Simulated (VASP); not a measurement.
Output of a VASP run:

**OUTCAR**
```
 ion  position               nearest neighbor table
   1  0.000  0.000  0.000-   3 2.67   3 2.67   3 2.67   2 2.67   2 2.67   2 2.67   3 2.67   2 2.67
  LATTYP: Found a face centered cubic cell.
 ALAT       =     6.1763410006
 Subroutine PRICEL returns:
 Original cell was already a primitive cell.
 Subroutine GETGRP returns: Found 48 space group operations
The static configuration has the point symmetry O_h .
The dynamic configuration has the point symmetry O_h .
 Subroutine INISYM returns: Found 48 space group operations
 Subroutine IBZKPT returns following result:
 Found     16 irreducible k-points:

 Following reciprocal coordinates:
            Coordinates               Weight
  0.000000  0.000000  0.000000      1.000000
  0.166667  0.000000  0.000000      8.000000
  0.333333  0.000000  0.000000      8.000000
  0.500000  0.000000  0.000000      4.000000
  0.166667  0.166667  0.000000      6.000000
  0.333333  0.166667  0.000000     24.000000
  0.500000  0.166667  0.000000     24.000000
 -0.333333  0.166667  0.000000     24.000000
 -0.166667  0.166667  0.000000     12.000000
  0.333333  0.333333  0.000000      6.000000
  0.500000  0.333333  0.000000     24.000000
 -0.333333  0.333333  0.000000     12.000000
  0.500000  0.500000  0.000000      3.000000
  0.500000  0.333333  0.166667     24.000000
 -0.333333  0.333333  0.166667     24.000000
 -0.333333  0.500000  0.166667     12.000000
   k-points           NKPTS =     16   k-points in BZ     NKDIM =     16   number of bands    NBANDS=     16
   number of dos      NEDOS =    301   number of ions     NIONS =      3
   total plane-waves  NPLWV =  32768
   dimension x,y,z NGX =    32 NGY =   32 NGZ =   32
   dimension x,y,z NGXF=    64 NGYF=   64 NGZF=   64
   ions per type =               1   2
   PREC   = accura    normal or accurate (medium, high low for compatibility)
   ISTART =      0    job   : 0-new  1-cont  2-samecut
   ICHARG =      2    charge: 1-file 2-atom 10-const
   ISPIN  =      1    spin polarized calculation?
   LNONCOLLINEAR =      F non collinear calculations
   LSORBIT =      F    spin-orbit coupling
   INIWAV =      1    electr: 0-lowe 1-rand  2-diag
   ENCUT  =  520.0 eV  38.22 Ry    6.18 a.u.   8.12  8.12  8.12*2*pi/ulx,y,z
   NELM   =    100;   NELMIN=  2; NELMDL= -5     # of ELM steps
   EDIFF  = 0.1E-05   stopping-criterion for ELM
   LREAL  =      F    real-space projection
   NLSPLINE    = F    spline interpolate recip. space projectors
   LMAXMIX     =    4 max onsite mixed and CHGCAR
   VOSKOWN=      0    Vosko Wilk Nusair interpolation
   EDIFFG = -.2E-01   stopping-criterion for IOM
   NSW    =     60    number of steps for IOM
   NBLOCK =      1;   KBLOCK =     60    inner block; outer block
   IBRION =      2    ionic relax: 0-MD 1-quasi-New 2-CG
   NFREE  =      1    steps in history (QN), initial steepest desc. (CG)
   ISIF   =      3    stress and relaxation
   ISYM   =      2    0-nonsym 1-usesym 2-fastsym
   TEIN   =    0.0    initial temperature
   TEBEG  =    0.0;   TEEND  =   0.0 temperature during run
   SMASS  =  -3.00    Nose mass-parameter (am)
   PSTRESS=    0.0 pullay stress
   NELECT =      24.0000    total number of electrons
   EFERMI =   0.00;   METHOD = LEGACY
   ISMEAR =     0;   SIGMA  =   0.05  broadening in eV -4-tet -1-fermi 0-gaus
   IALGO  =     38    algorithm
   LDIAG  =      T    sub-space diagonalisation (order eigenvalues)
   IMIX   =      4    mixing-type and parameters
     AMIX     =   0.40;   BMIX     =  1.00
     AMIX_MAG =   1.60;   BMIX_MAG =  1.00
     AMIN     =   0.10
   METAGGA = TPSS    functional components
   VOSKOWN =     0    Vosko Wilk Nusair interpolation
   LHFCALC =     F    Hartree Fock is set to
   LHFONE  =     F    Hartree Fock one center treatment
   AEXX    =    0.0000 exact exchange contribution
   IVDW    =     0    specifies the selected vdW correction
   LEPSILON=     F    determine dielectric tensor
   LRPA    =     F    only Hartree local field effects (RPA)
  energy-cutoff  :      520.00
...
```

### OSZICAR
```
...
DAV:   4    -0.610948063614E+01   -0.79311E-01   -0.79305E-01   664   0.671E+00
DAV:   5    -0.611118862923E+01   -0.17080E-02   -0.17080E-02   664   0.663E-01    0.122E+01
DAV:   6    -0.321567917894E+02   -0.26046E+02   -0.17657E+02   512   0.172E+02    0.122E+01
DAV:   7    -0.307680998652E+02    0.13887E+01   -0.16974E+00   576   0.160E+01    0.894E+00
DAV:   8    -0.306113483839E+02    0.15675E+00   -0.24515E+01   512   0.380E+01    0.644E+00
DAV:   9    -0.299800570008E+02    0.63129E+00   -0.37462E+00   512   0.155E+01    0.117E+00
DAV:  10    -0.300666483541E+02   -0.86591E-01   -0.27367E-01   512   0.611E+00    0.108E+00
DAV:  11    -0.300741274252E+02   -0.74791E-02   -0.22445E-01   584   0.456E+00    0.193E-01
DAV:  12    -0.301023996616E+02   -0.28272E-01   -0.79461E-02   520   0.336E+00    0.120E-01
DAV:  13    -0.301090401492E+02   -0.66405E-02   -0.14971E-02   672   0.159E+00    0.884E-02
DAV:  14    -0.301100464645E+02   -0.10063E-02   -0.25980E-03   512   0.651E-01    0.385E-02
DAV:  15    -0.301107043452E+02   -0.65788E-03   -0.68871E-04   512   0.320E-01    0.232E-02
DAV:  16    -0.301108550783E+02   -0.15073E-03   -0.80133E-05   576   0.111E-01    0.114E-02
DAV:  17    -0.301108696702E+02   -0.14592E-04   -0.17755E-05   536   0.443E-02    0.198E-03
DAV:  18    -0.301108734194E+02   -0.37492E-05   -0.27048E-06   704   0.183E-02    0.838E-04
DAV:  19    -0.301108741302E+02   -0.71081E-06   -0.18671E-07   384   0.526E-03
   1 F= -.30110874E+02 E0= -.30110874E+02  d E =-.301109E+02
       N       E                     dE             d eps       ncg     rms          rms(c)
DAV:   1    -0.304391314989E+02   -0.32826E+00   -0.74695E+00   536   0.248E+01    0.455E+00
DAV:   2    -0.301276082041E+02    0.31152E+00   -0.17859E+00   512   0.102E+01    0.735E-01
DAV:   3    -0.301238920946E+02    0.37161E-02   -0.55734E-02   624   0.210E+00    0.422E-01
DAV:   4    -0.301120181682E+02    0.11874E-01   -0.37453E-02   744   0.161E+00    0.125E-01
DAV:   5    -0.301227879121E+02   -0.10770E-01   -0.74830E-03   536   0.807E-01    0.117E-01
DAV:   6    -0.301213230727E+02    0.14648E-02   -0.68286E-03   520   0.596E-01    0.121E-01
DAV:   7    -0.301232782411E+02   -0.19552E-02   -0.37246E-03   512   0.443E-01    0.223E-02
DAV:   8    -0.301233927144E+02   -0.11447E-03   -0.14670E-04   680   0.992E-02    0.675E-03
DAV:   9    -0.301233974310E+02   -0.47165E-05   -0.13860E-05   512   0.316E-02    0.407E-03
DAV:  10    -0.301233964453E+02    0.98564E-06   -0.52516E-06   512   0.221E-02
   2 F= -.30123396E+02 E0= -.30123396E+02  d E =-.125223E-01
       N       E                     dE             d eps       ncg     rms          rms(c)
DAV:   1    -0.301318881851E+02   -0.84908E-02   -0.18813E-01   536   0.395E+00    0.731E-01
DAV:   2    -0.301237966845E+02    0.80915E-02   -0.47142E-02   512   0.164E+00    0.121E-01
DAV:   3    -0.301237778405E+02    0.18844E-04   -0.15470E-03   616   0.350E-01    0.663E-02
DAV:   4    -0.301234602125E+02    0.31763E-03   -0.92756E-04   768   0.257E-01    0.202E-02
DAV:   5    -0.301237683765E+02   -0.30816E-03   -0.15361E-04   528   0.123E-01    0.182E-02
DAV:   6    -0.301236959771E+02    0.72399E-04   -0.18404E-04   520   0.100E-01    0.204E-02
DAV:   7    -0.301237956877E+02   -0.99711E-04   -0.10748E-04   512   0.773E-02    0.326E-03
DAV:   8    -0.301237970311E+02   -0.13434E-05   -0.32803E-06   664   0.149E-02    0.128E-03
DAV:   9    -0.301237968741E+02    0.15699E-06   -0.20160E-07   280   0.383E-03
   3 F= -.30123797E+02 E0= -.30123797E+02  d E =-.129227E-01
```

### OUTCAR
```
------------------------ aborting loop because EDIFF is reached ----------------------------------------
  FORCE on cell =-STRESS in cart. coord.  units (eV):
  Direction    XX          YY          ZZ          XY          YZ          ZX
  --------------------------------------------------------------------------------------
  Total        0.0069907      0.0069907      0.0069907     -0.0000000     -0.0000000      0.0000000
  in kB        0.1840789      0.1840789      0.1840789     -0.0000000     -0.0000000      0.0000000
  external PRESSURE =       0.1840789 kB  Pullay stress =       0.0000000 kB
  volume of cell :       60.85
      direct lattice vectors                 reciprocal lattice vectors
    -0.000000000  3.121761111  3.121761111    -0.160166003  0.160166003  0.160166003
     3.121761111 -0.000000000  3.121761111     0.160166003 -0.160166003  0.160166003
     3.121761111  3.121761111  0.000000000     0.160166003  0.160166003 -0.160166003
 POSITION                                       TOTAL-FORCE (eV/Angst)
 -----------------------------------------------------------------------------------
     -0.00000      0.00000      0.00000         0.000000      0.000000      0.000000
      1.56088      1.56088      1.56088        -0.000000     -0.000000     -0.000000
      4.68264      4.68264      4.68264         0.000000      0.000000      0.000000
 -----------------------------------------------------------------------------------
    total drift:                               -0.000000     -0.000000      0.000000
  FREE ENERGIE OF THE ION-ELECTRON SYSTEM (eV)
  ---------------------------------------------------
  free  energy   TOTEN  =       -30.1237968741 eV

  energy  without entropy=      -30.1237968741  energy(sigma->0) =      -30.12379687

 reached required accuracy - stopping structural energy minimisation
```
(Selected blocks of OUTCAR.)

POSCAR:
```
BaF2
1
    0.0000000000     3.0881705003     3.0881705003
    3.0881705003    -0.0000000000     3.0881705003
    3.0881705003     3.0881705003     0.0000000000
Ba F
1 2
Direct
  0.0000000000   1.0000000000   1.0000000000
  0.2500000000   0.2500000000   0.2500000000
  0.7500000000   0.7500000000   0.7500000000
```

**Question.** Reconstruct the remaining input files.

**Answer.** One answer among several that fit: the input of the run itself, TPSS meta-GGA, plane waves, VASP's PBE PAW potentials (set 64).

INCAR:
```
! general
SYSTEM  = BaF2
PREC    = Accurate
ENCUT   = 520
LREAL   = .FALSE.
LASPH   = .TRUE.

! electronic loop
EDIFF   = 1E-6
NELM    = 100
ALGO    = Normal
LMAXMIX = 4
LMIXTAU = .TRUE.

! smearing
ISMEAR  = 0
SIGMA   = 0.05

! functional
METAGGA = TPSS

! ions
IBRION  = 2
NSW     = 60
ISIF    = 3
EDIFFG  = -0.02

! output
LWAVE   = .FALSE.
LCHARG  = .FALSE.
```

File KPOINTS:
```
Automatic
0
gamma
6 6 6
```

POTCAR, in this order: Ba_sv F (PBE.64 set). Program: vasp_std.

Energy and stress use the plane-wave basis of the starting cell.

The compound is BaF2 in the fluorite structure. This run relaxes it. Symmetry was kept, so distortions that lower it aren't found. The start is the result of an earlier pass.
